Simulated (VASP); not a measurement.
Runs of VASP 6.6.1 on InPd. The structure is cubic, space group Fm-3m (No. 225). Conventional cell: a = 5.492 Å, b = 5.492 Å, c = 5.492 Å, α = 90.00°, β = 90.00°, γ = 90.00°. In (site symmetry m-3m) has 6 Pd at 2.75 Å as nearest neighbours. Pd (site symmetry m-3m) has 6 In at 2.75 Å as nearest neighbours. The cell was built by a generator and needn't be a form met in nature.

```tsv
task	level	spin	cell	k mesh	cutoff (eV)	gap on the mesh (eV)	pressure (GPa)	relaxed volume (Å³/atom)
relaxation of cell and atoms	r2SCAN+rVV10	off	relaxed	8 × 8 × 8	600	none	0.0	19.88
relaxation of cell and atoms	r2SCAN+D3(BJ)	off	relaxed	8 × 8 × 8	600	none	0.0	19.79
relaxation of cell and atoms	r2SCAN	off	relaxed	8 × 8 × 8	600	none	0.0	(b)
relaxation of cell and atoms	PBE	off	relaxed	6 × 6 × 6	600	none	0.0	20.75
relaxation of cell and atoms	r2SCAN+D4	off	relaxed	8 × 8 × 8	600	none	0.0	19.95
relaxation of cell and atoms	PBE	SOC, no magnetisation	relaxed	6 × 6 × 6	600	-	-0.1	(a)
```

Alike in all rows: potentials or basis VASP PAW PBE potentials, release 64 (In_d, Pd); smearing fermi-dirac 0.05 eV.

Question: Estimate the missing entries.

Answer: (a) 20.76; (b) 20.15.

Caveats: the PAW data sets were made with another functional, which shifts forces and pressure a little (some runs); pairwise dispersion overbinds metals, which lowers pressure and volume (some runs).

A k mesh can miss the band edges, and rows without SOC leave out spin-orbit coupling on In, Pd.

A gap of «none» marks a metal or a gap under the smearing width.
